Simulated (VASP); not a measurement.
The system is KTaO3.

```
CELL_PARAMETERS angstrom
3.98907 0.00000 0.00000
0.00000 3.98907 0.00000
0.00000 0.00000 3.98907
ATOMIC_POSITIONS crystal
K 0.50000 0.50000 0.50000
Ta 0.00000 0.00000 0.00000
O 0.50000 0.00000 0.00000
O 0.00000 0.50000 0.00000
O 0.00000 0.00000 0.50000
```

Program: VASP 6.6.1. Alike in all runs: task band structure; potentials or basis VASP PAW PBE potentials, release 64 (K_sv, Ta_pv, O); no spin polarisation; cell as given; k mesh 4 × 4 × 4; cutoff (eV) 520; smearing gaussian 0.03 eV.

**Question.** Order these runs on this cell by their pressure, lowest first.
A. level PBE
B. level PBE0; exchange at q = 0 truncated
C. level PBE-EpsX; exchange at q = 0 truncated; share of exact exchange 0.1846

**Answer.** B (-0.2 GPa), C (1.4 GPa), A (6.0 GPa).

Caveats: the PAW data sets were made with another functional, which shifts forces and pressure a little (some runs).
